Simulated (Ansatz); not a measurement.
Runs of Ansatz 0.2.0 on BaS. It takes space group Fm-3m (No. 225, cubic). The conventional cell has a = 6.388 Å, b = 6.388 Å, c = 6.388 Å, α = 90.00°, β = 90.00°, γ = 90.00°. Around Ba (site symmetry m-3m) lie 6 S at 3.19 Å. Around S (site symmetry m-3m) lie 6 Ba at 3.19 Å. 

```tsv
task	level	cell	k mesh	smearing	atoms under strain	points for each segment of the path	q mesh	mesh quality	gap on the mesh (eV)	pressure (GPa)	relaxed volume (Å³/atom)
elastic constants	LDA	as given	5 × 5 × 5	fixed	relaxed	-	-	not flagged	2.12	(a)	-
band structure	HSE06	as given	4 × 4 × 4	fermi-dirac 0.05 eV	-	4	-	coarse	3.11	0.5	-
relaxation of cell and atoms	HSE03	relaxed	4 × 4 × 4	fermi-dirac 0.05 eV	-	-	-	coarse	(c)	0.0	32.94
band structure	HSEsol	as given	4 × 4 × 4	fermi-dirac 0.05 eV	-	4	-	coarse	3.00	-0.9	-
Born charges and dielectric tensor	LDA	as given	7 × 7 × 7	fixed	-	-	-	not flagged	2.07	-	-
relaxation of cell and atoms	HSE06	relaxed	4 × 4 × 4	fermi-dirac 0.05 eV	-	-	-	coarse	3.13	0.0	(b)
phonons	LDA	as given	5 × 5 × 5	fixed	-	8	2 × 2 × 2	not flagged	2.12	-	-
```

Alike in all rows: potentials or basis Ansatz PAW; no spin polarisation; cutoff (eV) 420.

Estimate the missing entries.

(a) -2.5; (b) 32.91; (c) 2.92.

Caveats: some runs use coarse meshes; spin-orbit coupling is left out, which moves the levels of the heavy elements; the PAW data sets come from PBE, with cores solved anew for the run's functional, which leaves a small shift of forces and pressure; odd divisions of the mesh miss points on the zone boundary, where band edges often lie, so the gap on the mesh can be too wide (some runs); the thresholds are loose for stress (some runs); the plane-wave basis is chosen anew once the cell has moved, so the energies of steps on either side of that aren't comparable (some runs).

A k mesh can miss the band edges, and the runs leave out spin-orbit coupling on Ba.

Runs at the PBE level aren't shown here.
